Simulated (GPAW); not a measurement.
Runs of GPAW 26.7.0 on C. The structure is cubic, space group Pm-3m (No. 221). Conventional cell: a = 2.620 Å, b = 2.620 Å, c = 2.620 Å, α = 90.00°, β = 90.00°, γ = 90.00°. Around C (site symmetry 4/mmm) lie 8 C at 1.85 Å. The cell was built by a generator and needn't be a form met in nature.

```tsv
level	potentials or basis	eigensolver	gap on the mesh (eV)	pressure (GPa)	relaxed volume (Å³/atom)
PBEsol	PAW data sets generated in the run's folder for this functional, pw	-	none	0.0	5.73
RPBE	the program's PAW data sets (release 1.2.1) made for this functional, pw	-	none	0.0	6.24
BLYP	PAW data sets generated in the run's folder for this functional, pw	davidson	none	0.1	(b)
revPBE	the program's PAW data sets (release 1.2.1) made for this functional, pw	-	none	0.4	(a)
LDA	the program's PAW data sets (release 1.2.1) made for this functional, pw	-	none	0.0	5.59
PBE	GPAW PAW data sets (gpaw-data 1.2.1), pw	-	none	-0.1	6.06
```

Alike in all rows: task relaxation of cell and atoms; no spin polarisation; cell relaxed; k mesh 10 × 10 × 10; cutoff (eV) 800; smearing fermi-dirac 0.05 eV.

**Question.** Estimate the missing entries.

**Answer.** (a) 6.18; (b) 6.69.

Caveats: later steps reuse the first step's grids.

A gap of «none» marks a metal or a gap under the smearing width.
